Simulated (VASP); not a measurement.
# MgO (Periclase) (Fm-3m) in VASP: a series of runs, part 2 of 2

VASP 6.6.1. Earlier steps stand in the parts before.

## Step 4: Relaxation of cell and atoms, r2SCAN, target pressure 0.61 GPa, at which the enthalpy is minimised

INCAR

```
ALGO = Normal ; EDIFF = 1E-6
EDIFFG = -0.01 ; ENCUT = 600
IBRION = 2 ; ISIF = 3
ISMEAR = 0 ; LASPH = True
LCHARG = False ; LMIXTAU = True
LREAL = False ; LWAVE = False
METAGGA = R2SCAN ; NELM = 80
NSW = 90 ; PREC = Accurate
PSTRESS = 6.1 ; SIGMA = 0.03
```

KPOINTS

```
k-points
0
Gamma
  12 12 12
```

POSCAR

```
MgO
1.0
    0.0000000000      2.1085000000      2.1085000000
    2.1085000000      0.0000000000      2.1085000000
    2.1085000000      2.1085000000      0.0000000000
Mg O
1 1
Direct
    0.0000000000      0.0000000000      0.0000000000
    0.5000000000      0.5000000000      0.5000000000
```

Potentials or basis: VASP PAW PBE potentials, release 64 (Mg, O).

Launch:

```sh
> cat potpaw_PBE.64/Mg/POTCAR potpaw_PBE.64/O/POTCAR > POTCAR
> mpirun -np 1 vasp_std > vasp.out
```

OUTCAR:

```text
EDIFF = 1E-6
   EDIFFG = -0.01
   ENCUT = 600
   IBRION = 2
   ISIF = 3
   ISMEAR = 0
   LASPH = True
   LREAL = False
   METAGGA = R2SCAN
   NELM = 80
   NSW = 90
   PREC = Accurate
   PSTRESS = 6.1

 ion  position               nearest neighbor table
   1  0.000  0.000  0.000-   2 2.11   2 2.11   2 2.11   2 2.11   2 2.11   2 2.11
   2  0.500  0.500  0.500-   1 2.11   1 2.11   1 2.11   1 2.11   1 2.11   1 2.11

  LATTYP: Found a face centered cubic cell.
 ALAT       =     4.2170000000

  Lattice vectors:

 A1 = (   0.0000000000,   2.1085000000,   2.1085000000)
 A2 = (   2.1085000000,   0.0000000000,   2.1085000000)
 A3 = (   2.1085000000,   2.1085000000,   0.0000000000)

Analysis of symmetry for initial positions (statically):
=====================================================================
 Subroutine PRICEL returns:
 Original cell was already a primitive cell.

 Routine SETGRP: Setting up the symmetry group for a
 face centered cubic supercell.

 Subroutine GETGRP returns: Found 48 space group operations
 (whereof 48 operations were pure point group operations)
 out of a pool of 48 trial point group operations.

The static configuration has the point symmetry O_h .

Analysis of symmetry for dynamics (positions and initial velocities):
=====================================================================
[... 169 lines left out ...]
  in kB      -28.2789439    -28.2789439    -28.2789439      0.0000000     -0.0000000      0.0000000
  external PRESSURE =     -34.3789439 kB  Pullay stress =       6.1000000 kB
[... 63 lines left out ...]
--------------------------------------- Ionic step        3  -------------------------------------------

 number of electron       8.0000003 magnetization

 Free energy of the ion-electron system (eV)
  ---------------------------------------------------
  ext. energy  EPLUGINS =         0.00000000
  ---------------------------------------------------
  free energy    TOTEN  =       -16.16593657 eV

  energy without entropy =      -16.16593657  energy(sigma->0) =      -16.16593657

 E-fermi :   3.0994     XC(G=0): -11.6823

 val. band max:        2.9015902667   @ k =   0.0000   0.0000   0.0000
 cond. band min:       8.6855690904   @ k =   0.0000   0.0000   0.0000
 fundamental gap:      5.7839788237
 Fermi energy:         3.0993577007

 k-point     1 :       0.0000    0.0000    0.0000
  band No.  band energies     occupation
      1     -15.3869      2.00000
      2       2.9016      2.00000
      3       2.9016      2.00000
      4       2.9016      2.00000
      5       8.6856      0.00000
      6      19.8410      0.00000
      7      19.8410      0.00000
      8      19.8410      0.00000
[... 243 lines left out ...]
 k-point    24 :      -0.4167    0.1667    0.0000
  band No.  band energies     occupation
      1     -14.0108      2.00000
      2      -1.3774      2.00000
      3       1.2832      2.00000
      4       2.0780      2.00000
      5      13.0136      0.00000
      6      16.6016      0.00000
      7      18.4387      0.00000
      8      21.2221      0.00000

 [... further k-points ...]

------------------------ aborting loop because EDIFF is reached ----------------------------------------

  FORCE on cell =-STRESS in cart. coord.  units (eV):
  Direction    XX          YY          ZZ          XY          YZ          ZX
  --------------------------------------------------------------------------------------
  -------------------------------------------------------------------------------------
  Total        0.0709520      0.0709520      0.0709520     -0.0000000     -0.0000000      0.0000000
  in kB        6.1908934      6.1908934      6.1908934     -0.0000000     -0.0000000      0.0000000
  external PRESSURE =       0.0908934 kB  Pullay stress =       6.1000000 kB
[... 21 lines left out ...]
  energy  without entropy=      -16.1659365742  energy(sigma->0) =      -16.16593657

  enthalpy is  TOTEN    =       -16.0960263003 eV   P V=        0.0699102739

 reached required accuracy - stopping structural energy minimisation
```

Wall time 1.7 min (1 thread of AMD EPYC 9R14 (Zen 4), shared host); peak memory 0.13 GiB.

Results:

| Property | Result |
| --- | --- |
| Free energy | -16.1659 eV |
| Relaxed volume | 9.18 Å³/atom |
| Relaxed cell | a = 2.961 Å, b = 2.961 Å, c = 2.961 Å, α = 60.00°, β = 60.00°, γ = 60.00° |
| Space group after relaxing (to 0.05 Å) | Fm-3m (No. 225) |
| Energy change on relaxing (the enthalpy is what falls) | -1.4 meV/atom |
| Ionic steps | 3 |
| Pressure after relaxing | 0.6 GPa |
| Band gap on the k mesh | 5.78 eV, direct |

The path:
```tsv
step	energy change (eV)	largest force (eV/Å)	pressure (GPa)	volume (Å³)
1	0.0000	0.0000	-2.83	18.75
2	-0.0014	0.0000	2.11	18.21
3	-0.0028	0.0000	0.62	18.36
```

Final structure:
```
Mg O
1.0
     0.00000    2.09394    2.09394
     2.09394    0.00000    2.09394
     2.09394    2.09394    0.00000
Mg O
1 1
Cartesian
  0.0000 0.0000 0.0000
  2.0939 2.0939 2.0939
```

Levels at points of the mesh, in eV from the valence-band top:
```
           k point  band 2  band 3  band 4  band 5  band 6  band 7
(0.00, 0.00, 0.00)    0.00    0.00    0.00    5.78   16.94   16.94
(0.50, 0.00, 0.00)   -4.69   -0.69   -0.69    8.92   14.01   17.61
(0.50, 0.50, 0.00)   -4.17   -1.40   -1.40   10.06   11.26   14.49
```

Caveat: the cell is relaxed towards a set pressure, so the enthalpy falls and the energy may rise; the PAW data sets were made with another functional, which shifts forces and pressure a little. A k mesh can miss the band edges.
